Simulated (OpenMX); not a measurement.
# Be2C under changes of volume

One of the cells (6.901 Å³/atom); the others are scaled copies at fixed shape and fractional positions:

```
C Be
1.0
     0.00000    2.17934    2.17934
     2.17934    0.00000    2.17934
     2.17934    2.17934    0.00000
C Be
1 2
Direct
  0.00000 0.00000 0.00000
  0.75000 0.75000 0.75000
  0.25000 0.25000 0.25000
```

| Property | Result |
| --- | --- |
| Program | OpenMX 3.8.5 |
| Functional | PBE |
| Potentials or basis | OpenMX 2013 PBE set, C6.0-s2p2d1, Be7.0-s2p2, fixed grid of 27 × 27 × 27 points |
| k mesh | 11 × 11 × 11 |
| Occupations | fermi-dirac, width 0.05 eV |
| Spin | no spin polarisation |

| volume (Å³/atom) | energy over the lowest point (meV/atom) | gap on the mesh (eV) |
| --- | --- | --- |
| 6.359 | 14.38 | 2.09 |
| 6.495 | 5.17 | 2.05 |
| 6.630 | 0.00 | 2.00 |
| 6.901 | ? | ? |
| 7.036 | 5.52 | 1.86 |
| 7.171 | 13.28 | 1.82 |

What does the run at 6.901 Å³/atom give?

Energy over the lowest point 0.52 meV/atom; gap on the mesh 1.90 eV.

Worked out: A Birch-Murnaghan fit of order 3 (a polynomial in V^(-2/3)) to the other rows has its minimum at 6.75 Å³/atom with B0 = V·E''(V) = 201 GPa and B' = 3.6. It gives 0.52 meV/atom at 6.901 Å³/atom, against the run's 0.52. A straight line through the other rows of the gap, of slope -2.29 eV per unit of ln V, gives 1.91 eV, against the run's 1.90.

Energies are extrapolated to zero smearing.

Caveats: an odd mesh through Γ misses points on the zone boundary, where band edges often lie; the basis of atomic orbitals isn't converged, which shifts pressures, moduli and gaps.
